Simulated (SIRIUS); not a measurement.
Crystal: Au.

```
Au
1.0
     0.00000    2.03500    2.03500
     2.03500    0.00000    2.03500
     2.03500    2.03500    0.00000
Au
1
Direct
  0.00000 0.00000 0.00000
```

```yaml
Program: SIRIUS 7.10.0
Task: single point
Functional: PBE
Potentials_or_basis: PseudoDojo 0.4.1 PBE standard (scalar relativistic)
Cutoff: 1054 eV
Density_cutoff: 4214 eV
k_mesh: 11 × 11 × 11
Occupations: fermi-dirac, width 0.05 eV
Spin: no spin polarisation
```

On this cell: pressure 10.3 GPa; band gap on the k mesh none (metal or under the smearing width).

The same run follows on a disturbed copy (cell strained at random at fixed volume):

```xyz
1
Lattice="0.0595 2.0328 2.0239 2.0628 0.0301 2.0533 2.0741 2.0734 0.0189" Properties=species:S:1:pos:R:3 pbc="T T T"
Au    0.0297    0.0344   -0.0121
```

**Question.** What changes?

**Answer.** The energy (extrapolated to zero smearing) moves by +6.6 meV/atom; pressure 10.6 GPa; band gap on the k mesh none (metal or under the smearing width).

Stress tensor (GPa, compression positive):
```
10.69 -2.18 -1.60
-2.18 10.53  0.26
-1.60  0.26 10.46
```
